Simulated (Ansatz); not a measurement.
This script for a single point of Na, space group I4/mmm with Ansatz 0.2.0 through its Python package holds a mistake.

Script `na_scf.py`:
```python
# -*- coding: utf-8 -*-
import ansatz as az

lattice = az.Lattice.of(
    [-1.888291, 1.888291, 2.637277],
    [1.888291, -1.888291, 2.637277],
    [1.888291, 1.888291, -2.637277],
)
sites = [
    ('Na', [0.0, 0.0, 0.0]),
]
system = az.Crystal(lattice=lattice)
for symbol, position in sites:
    system = system.atom(symbol, position)

model = (
    system.calculation()
    .functional(az.Functional.PBE)
    .basis(450)
    .kpoints(spacing=0.32)
    .occupations('Fermi-Dirac', width=0.1)
    .hubbard('Na', 'f', u_eff=4.0)
    .compute(band_table=True, forces=True)
)
res = model.run()
rep = res.report

for key in ('converged', 'n_iterations', 'n_electrons', 'n_kpoints', 'n_pw', 'n_symmetry_ops', 'free_energy_ev', 'fermi_energy_ev'):
    print(f'{key:18s} {rep[key]}')

print('band  energy (eV)  occupation, at k =', rep['kpoints_frac'][0])
for band, (e, occ) in enumerate(zip(rep['eigenvalues_ev'][0], rep['occupations'][0]), start=1):
    print(f'{band:4d} {e:12.4f} {occ:9.4f}')

if res.unlabelled_reasons:
    print('not a label:', res.unlabelled_reasons)
else:
    print(res.training_frame().splitlines()[0], 'atoms in the frame')
```

Output of `python na_scf.py`:
```text
Traceback (most recent call last):
  File "na_scf.py", line 25, in <module>
    res = model.run()
  ...
ansatz.RefusalError: inconsistent input (hamiltonian.hubbard.sites[].l, hamiltonian.hubbard.sites[].shell): the file of Na doesn't list 4f, and it can't be added: PBE doesn't bind the shell 4f of the free atom, whose level lies at +0.97 eV. Type an atom or ion with it (hamiltonian.pseudopotentials.projection_atoms), take another file or name another shell
```
(Library frames cut from the traceback.)

Find the fault and give the corrected script.

The fault: a Hubbard U is put on a shell that the element's potential lacks. The change:

```diff
--- before
+++ after
@@ -21,3 +21,2 @@
     .occupations('Fermi-Dirac', width=0.1)
-    .hubbard('Na', 'f', u_eff=4.0)
     .compute(band_table=True, forces=True)
```

With that change:

Running `python na_scf.py` prints:
```text
converged          True
n_iterations       6
n_electrons        9.0
n_kpoints          59
n_pw               853
n_symmetry_ops     16
free_energy_ev     -1486.4220069806345
fermi_energy_ev    1.607916364749332
band  energy (eV)  occupation, at k = [0.0, 0.0, 0.0]
   1     -51.3260    2.0000
   2     -23.2312    2.0000
   3     -23.2312    2.0000
   4     -23.2312    2.0000
   5      -1.5672    2.0000
   6      12.6697    0.0000
   7      12.6697    0.0000
   8      12.7126    0.0000
   9      13.7720    0.0000
1 atoms in the frame
```

Notes:
- Absolute energies stand on the zero of these potentials, so only differences at equal settings mean something. A total without «per atom» is that of the cell as typed.
- The mesh is modest for a metal, so energies can be off by several to tens of meV an atom and pressures by half a GPa or more; differences at equal mesh fare better.
- The zero of the levels is a convention of the potentials, so an absolute Fermi energy is no work function.
- This isn't the structure that Na takes at ambient conditions.
- Gaps and levels are Kohn-Sham values on a finite set of k-points.

(A comment or docstring line of the script was reworded after the run, the code is as it ran; lines on the test bed's own set-up are left out of the output.)
